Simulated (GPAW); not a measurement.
The system is BN.

```
N B
1.0
     2.49824    0.00000    0.00000
    -1.24912    2.16354    0.00000
     0.00000    0.00000    6.63570
N B
2 2
Direct
  0.66667 0.33333 0.25000
  0.33333 0.66667 0.75000
  0.66667 0.33333 0.75000
  0.33333 0.66667 0.25000
```

Base run:

```yaml
Program: GPAW 26.7.0
Functional: PBE
Potentials_or_basis: GPAW PAW data sets (gpaw-data 1.2.1)
Cutoff: 800 eV
Basis: pw
k_mesh: 12 × 12 × 4
Occupations: fermi-dirac, width 0.05 eV
Spin: no spin polarisation
```

Its results: band gap on the k mesh 4.29 eV, indirect (least direct gap 4.66 eV); pressure 4.3 GPa.

Q: The run is repeated on the same cell with these changes: potentials or basis from GPAW PAW data sets (gpaw-data 1.2.1) to PAW data sets generated in the run's folder for this functional; k mesh from 12 × 12 × 4 to 9 × 9 × 3. What comes out?

A: Band gap on the k mesh 4.43 eV, indirect (least direct gap 4.71 eV); pressure 4.3 GPa.

Caveats: this functional lacks dispersion, which binds the layers, so the pressure and a relaxed spacing across them are unreliable; the mesh misses the band edges, which the band path finds closer together (some runs).
